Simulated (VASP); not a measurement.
A run of VASP 6.6.1 is set up as follows.

INCAR

```
PREC = Accurate ; ENCUT = 520
EDIFF = 1E-7 ; ISMEAR = 0
SIGMA = 0.1 ; LREAL = Auto
LASPH = T ; NELM = 80
ALGO = Fast ; ISIF = 2
LWAVE = F ; LCHARG = F
GGA = PE ; NBANDS = 90
```

File KPOINTS:

```
regular mesh
0
Gamma
  2 2 2
```

File POSCAR:

```
Sn8Se7
1.0
    0.0000000000      6.0662700000      6.0662700000
    6.0662700000      0.0000000000      6.0662700000
    6.0662700000      6.0662700000      0.0000000000
Sn Se
8 7
Direct
   -0.0690133311      0.0369095836     -0.0030419846
    0.0108881570     -0.0267674370      0.5065583134
    0.0043350362      0.5041950820      0.0092550282
    0.0100640097      0.5099682342      0.5061025968
    0.5344393672      0.0346295994     -0.0033728304
    0.4991495598     -0.0010345731      0.5265423399
    0.5363402882      0.4312018753     -0.0021072257
    0.4735901963      0.5107385593      0.5062441995
    0.2569350688      0.2549091122      0.2342512780
    0.2552659212      0.2581904531      0.7336134066
    0.2425698164      0.7425526724      0.2717414490
    0.2383533044      0.7374313211      0.7507512030
    0.7368907912      0.2359590819      0.2558132922
    0.7556867729     -0.2432911822      1.2337528663
    0.7585756157      0.7546062902      0.7338561422
```

Potentials or basis: VASP PAW PBE potentials, release 64 (Sn_d, Se).

The run is started by

```sh
$ cat potpaw_PBE.64/Sn_d/POTCAR potpaw_PBE.64/Se/POTCAR > POTCAR
$ mpirun -np 1 vasp_std > vasp.out
```

Question: Predict the pressure.

Answer: 0.5 GPa.

Question: Predict the band gap on the k mesh.

Answer: 0.14 eV, indirect (least direct gap 0.52 eV).

Forces in eV/Å, atoms in the order of the input:
```
Sn   0.004 -0.001  0.002
Sn   0.015  0.007  0.004
Sn  -0.009 -0.011 -0.002
Sn   0.001  0.003 -0.019
Sn  -0.006 -0.005  0.019
Sn  -0.006 -0.007 -0.008
Sn  -0.011  0.002  0.010
Sn   0.003  0.014  0.007
Se   0.006 -0.008 -0.014
Se   0.000  0.005 -0.006
Se  -0.015 -0.016  0.013
Se   0.006  0.004  0.012
Se   0.008  0.011  0.004
Se  -0.006  0.003 -0.015
Se   0.010 -0.001 -0.007
```

Caveat: the k mesh is coarse (spacing up to 0.45 Å⁻¹), so the values aren't converged; spin-orbit coupling is left out, which moves the levels of the heavy elements.
